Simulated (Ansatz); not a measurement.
**Eu: frozen-core PAW against all-electron methods**

```yaml
crystal:
  lattice:
    - [3.92220, 0.00000, 0.00000]
    - [-1.96110, 3.39672, 0.00000]
    - [0.00000, 0.00000, 6.29205]
  atoms:
    - { symbol: Eu, position: [0.33333, 0.66667, 0.25000] }
    - { symbol: Eu, position: [0.66667, 0.33333, 0.75000] }
```

Atoms are numbered in the order listed.

Conventional cell: a = 3.922 Å, b = 3.922 Å, c = 6.292 Å, α = 90.00°, β = 90.00°, γ = 120.00°. Eu (atom 1) is surrounded by 12 Eu at 3.88 to 3.92 Å.

The structure comes from a relaxation in the same program, started in the hcp type, and has space group P6_3/mmc. Whether it is a known phase or the ground state wasn't checked.

Where the f shell is localised, expect the real compound to differ from this run without U.

Other magnetic orders may lie lower; this is the state that the run reached.

No spin–orbit coupling, which matters for the heavy atoms here.

Levels of theory: DFT, PBE, PAW with Ansatz's default frozen-core files, scalar-relativistic (Ansatz 0.2.0); DFT, PBE, all-electron PAW with datasets made for the crystal, scalar-relativistic (Ansatz 0.2.0); DFT, PBE, all-electron LAPW, scalar-relativistic (Ansatz 0.2.0).

For PAW: a Γ-centred 12×12×6 k mesh, Fermi–Dirac smearing of 0.05 eV, cutoff 420 eV, spin-polarised from start moments Eu1 7, Eu2 7 μB. The crystal-made all-electron datasets (AE datasets) take a cutoff of 260 eV at this cell. LAPW targets a basis error of 0.25 meV/atom. The Ansatz runs share mesh, smearing and spin set-up. Plane-wave (PAW) pressures include the program's estimate of the Pulay term.

Stress and pressure are positive in compression.

Levels count from the Fermi level.

```csv
quantity,PAW,AE datasets,LAPW
pressure (GPa),0.04,0.11,0.11
moment of the cell (μB),15.135,15.129,15.130
highest filled spin-up level at M (eV),-0.300,-0.302,-0.302
lowest empty spin-up level at M (eV),0.019,0.022,0.021
highest filled spin-up level at L (eV),-0.356,-0.359,-0.359
lowest empty spin-up level at L (eV),0.180,0.183,0.183
```

PAW's pressure differs from the LAPW value by -0.06 GPa.
